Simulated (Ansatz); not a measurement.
SiC: field gradients at two levels of theory

Cell: an entry of the Crystallography Open Database (COD), ions relaxed with PBE at fixed cell.

```
Si C
1.0
     3.07600    0.00000    0.00000
    -1.53800    2.66389    0.00000
     0.00000    0.00000    5.04800
Si C
2 2
Direct
  0.33333 0.66667 0.00450
  0.66667 0.33333 0.50450
  0.33333 0.66667 0.38050
  0.66667 0.33333 0.88050
```

Atoms are numbered from 1 in the order listed; like atoms form one site, named after its first atom.

First run. The numbers come from a DFT calculation in Ansatz (PBE, plane waves and PAW, scalar-relativistic, 420 eV cutoff, Γ-centred 16×16×9 k-points, Fermi–Dirac smearing 0.02 eV).

| site | atom | V_zz (10²¹ V/m²) | η |
| --- | --- | --- | --- |
| Si | 1 | 0.34 | 0.00 |
| C | 3 | 0.20 | 0.00 |

Second run. The same atoms and settings, except that the functional is r2SCAN and the cutoff is 500 eV.

Q: What does the second run give?

A: 

| site | atom | V_zz | η | change of V_zz |
| --- | --- | --- | --- | --- |
| Si | 1 | 0.37 | 0.00 | +0.03 |
| C | 3 | 0.20 | 0.00 | 0.00 |

No V_zz moves by more than 0.03.
